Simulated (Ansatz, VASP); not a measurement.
This is a calculation of TiC for Ansatz 0.2.0.

The input input.yaml:

```yaml
crystal:
  lattice:
    - [0.0, 2.1657188437, 2.1657188437]
    - [2.1657188437, 0.0, 2.1657188437]
    - [2.1657188437, 2.1657188437, 0.0]
  atoms:
    - { symbol: Ti, position: [0.0, 0.0, 0.0] }
    - { symbol: C, position: [0.5, 0.5, 0.5] }
hamiltonian:
  xc: pbesol
  pseudopotentials: { kind: paw }
kpoints:
  mp_grid: { grid: [11, 11, 11] }
scf:
  occupations: { method: gaussian, width: 0.02 }
output:
  forces: true
  stress: true
  eigenvalues: true
```

Potentials or basis: Ansatz PAW.

The run is started by

```sh
$ ansatz run input.yaml --threads 2 --pin off --max-ram 5632MiB --backend cpu --events-out ev --progress --plain --runs-dir out
```

**Question.** Translate it to VASP 6.6.1. Potentials there: VASP PAW PBE potentials, release 54 (Ti_sv, C).

**Answer.** As run (the cutoff follows the program's own potentials):

INCAR

```
SYSTEM = TiC
  ALGO = Fast
  EDIFF = 1E-7
  ENCUT = 520
  GGA = PS
  ISIF = 2
  ISMEAR = 0
  LASPH = .True.
  LCHARG = .False.
  LREAL = .False.
  LWAVE = .False.
  NBANDS = 15
  NELM = 80
  PREC = Accurate
  SIGMA = 0.02
```

File KPOINTS:

```
k-points
0
Gamma
  11 11 11
  0 0 0
```

Contents of POSCAR:

```
TiC
1.0
    0.0000000000      2.1657188437      2.1657188437
    2.1657188437      0.0000000000      2.1657188437
    2.1657188437      2.1657188437      0.0000000000
Ti C
1 1
Cartesian
    0.0000000000      0.0000000000      0.0000000000
    2.1657188437      2.1657188437      2.1657188437
```

Potentials or basis: VASP PAW PBE potentials, release 54 (Ti_sv, C).

Command:

```console
$ cat potpaw_PBE.54/Ti_sv/POTCAR potpaw_PBE.54/C/POTCAR > POTCAR
$ mpirun -np 1 vasp_std > vasp.out
```

Both were run:

|  | VASP | Ansatz | Ansatz less VASP |
| --- | --- | --- | --- |
| gap on the k mesh at the Fermi level (eV) | none | none | - |
| pressure (GPa) | -6.4 | -6.7 | -0.28 |

A gap of «none» marks a metal or a gap that the smearing closes.

Caveats: the PAW data sets were made with another functional, which shifts forces and pressure a little (VASP); the PAW data sets come from PBE, with cores solved anew for the run's functional, which leaves a small shift of forces and pressure (Ansatz).
